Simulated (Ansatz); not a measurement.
Gd:

```xyz
2
Lattice="3.6360 0.0000 0.0000 -1.8180 3.1489 0.0000 0.0000 0.0000 5.7826" Properties=species:S:1:pos:R:3 pbc="T T T"
Gd    1.8180    1.0496    4.3369
Gd    0.0000    2.0992    1.4457
```

Base run:

```yaml
Program: Ansatz 0.2.0
Functional: PBE
Potentials_or_basis: all-electron LAPW, scalar-relativistic
Cutoff: 156 eV (chosen from the basis error)
Basis_error_allowed: 0.001 eV/atom
k_mesh: 8 × 8 × 5
Occupations: gaussian, width 0.012 eV
Spin: collinear spin, ferromagnetic start
Starting_moments: "[7.0, 7.0] μB"
```

Its results: pressure 0.6 GPa; net moment 15.19 μB per cell; site moments Gd +7.45 μB.

Q: The run is repeated on the same cell with these changes: functional from PBE to revPBE; occupations from gaussian, width 0.012 eV to fermi-dirac, width 0.05 eV. What comes out?

A: Pressure 1.9 GPa; net moment 15.27 μB per cell; site moments Gd +7.48 μB.

Caveats: an open f shell can end in a state above the lowest.
